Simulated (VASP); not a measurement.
Set up this calculation in VASP 6.6.1, as the native input.

```yaml
Task: single point
Functional: PBE
Potentials_or_basis: VASP PAW PBE potentials, release 64 (Mg, Se)
Cutoff: 520 eV
k_mesh: 10 × 10 × 10
Occupations: gaussian, width 0.1 eV
Spin: no spin polarisation
Dipole_correction: no
Further_INCAR_settings: ALGO = Fast; EDIFF = 1e-06; NBANDS = 18
```

The structure of MgSe3 lies in POSCAR:

```
MgSe3
1.0
    4.3828601889      0.0000000000      0.0000000000
    0.0000000000      4.3828601889      0.0000000000
    0.0000000000      0.0000000000      4.3828601889
Mg Se
1 3
Direct
    0.0000000000      0.0000000000      0.0000000000
    0.0000000000      0.5000000000      0.5000000000
    0.5000000000      0.0000000000      0.5000000000
    0.5000000000      0.5000000000      0.0000000000
```

The cell was built by a generator and needn't be a form met in nature.

The cell isn't the ideal one: species swapped into the KPb3 type (Pm-3m, No. 221).

These files were run (other wordings do the same):

INCAR

```
PREC = Accurate
ENCUT = 520
EDIFF = 1E-6
ISMEAR = 0
SIGMA = 0.1
LREAL = False
LASPH = True
NELM = 100
ALGO = Fast
ISIF = 2
LWAVE = False
LCHARG = False
GGA = PE
NBANDS = 18
```

KPOINTS

```
Automatic mesh
0
Gamma
  10 10 10
```

Potentials or basis: VASP PAW PBE potentials, release 64 (Mg, Se).

Command:

```console
$ cat potpaw_PBE.64/Mg/POTCAR potpaw_PBE.64/Se/POTCAR > POTCAR
$ mpirun -np 1 vasp_std > vasp.out
```

It gave:

The pressure is -0.1 GPa and the band gap on the k mesh is none (metal or under the smearing width).

It took 63 s on 1 thread of Intel(R) Xeon(R) Platinum 8488C (Sapphire Rapids), on a shared host, peak memory 0.24 GiB.
